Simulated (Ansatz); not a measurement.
Si$_{2}$W, one cell by several methods

```xyz
3
Lattice="-1.6060 1.6060 3.9400 1.6060 -1.6060 3.9400 1.6060 1.6060 -3.9400" Properties=species:S:1:pos:R:3 pbc="T T T"
Si    0.0000    0.0000    2.6240
Si    0.0000    0.0000    5.2560
W     0.0000    0.0000    0.0000
```

Atoms are numbered in the order listed.

The conventional cell has a = 3.212 Å, b = 3.212 Å, c = 7.880 Å, α = 90.00°, β = 90.00°, γ = 90.00°. Around Si (atom 1) lie 5 Si at 2.62 to 2.63 Å and 5 W at 2.62 Å. W (atom 3) has 10 Si at 2.62 Å as nearest neighbours.

The cell is COD entry 1010283, as deposited and not checked against the literature; nothing was relaxed. It differs from other determinations.

No spin–orbit coupling, which matters for the heavy atoms here.

Methods: DFT, PBE, PAW with Ansatz's default frozen-core files, scalar-relativistic (Ansatz 0.2.0); DFT, PBE, all-electron LAPW, scalar-relativistic (Ansatz 0.2.0).

For PAW: a Γ-centred 18×18×18 k mesh, Fermi–Dirac smearing of 0.03 eV, cutoff 420 eV, no spin polarisation. LAPW targets a basis error of 0.5 meV/atom. The Ansatz runs share mesh, smearing and spin set-up. Plane-wave (PAW) pressures include the program's estimate of the Pulay term.

Stress and pressure are positive in compression.

Levels count from the Fermi level.

```
                      quantity     PAW    LAPW
                pressure (GPa)    1.66    1.64
               stress xx (GPa)    2.55    2.54
               stress zz (GPa)   -0.11   -0.14
        force on Si1, z (eV/Å)   0.226   0.228
highest filled level at N (eV)  -0.429  -0.430
  lowest empty level at N (eV)   2.732   2.731
highest filled level at M (eV)  -0.510  -0.511
  lowest empty level at M (eV)   0.850   0.849
highest filled level at Γ (eV)  -2.847  -2.847
  lowest empty level at Γ (eV)   0.677   0.677
```

PAW's pressure differs from the LAPW value by +0.02 GPa.
